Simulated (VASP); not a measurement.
A run of VASP 6.6.1 is set up as follows.

Contents of INCAR:

```
SYSTEM = Al
PREC = Accurate
ENCUT = 600
EDIFF = 1E-7
ISMEAR = 1
SIGMA = 0.1
LREAL = .False.
LASPH = .True.
NELM = 80
ALGO = Normal
ISIF = 2
LWAVE = .False.
LCHARG = .False.
GGA = CA
IBRION = 2
NSW = 40
EDIFFG = -0.01
```

Contents of KPOINTS:

```
regular mesh
0
Gamma
  16 16 16
  0 0 0
```

The input POSCAR:

```
Al                                      
1.0
    0.0000000000      2.0313129129      2.0313129129
    2.0313129129      0.0000000000      2.0313129129
    2.0313129129      2.0313129129      0.0000000000
  Al            
     1
Direct
     0.0000000000000000    0.0000000000000000    0.0000000000000000
```

Potentials or basis: VASP PAW LDA potentials, release 64 (Al).

Launch:

```sh
$ cat potpaw_LDA.64/Al/POTCAR > POTCAR
$ mpirun -np 1 vasp_std > vasp.out
```

Q: Predict the band gap on the k mesh.

A: None (metal or under the smearing width).

Final structure:
```xyz
1
Lattice="0.0000 2.0313 2.0313 2.0313 0.0000 2.0313 2.0313 2.0313 0.0000" Properties=species:S:1:pos:R:3 pbc="T T T"
Al    0.0000    0.0000    0.0000
```

Caveat: the relaxation stopped at its first step, so nothing moved.
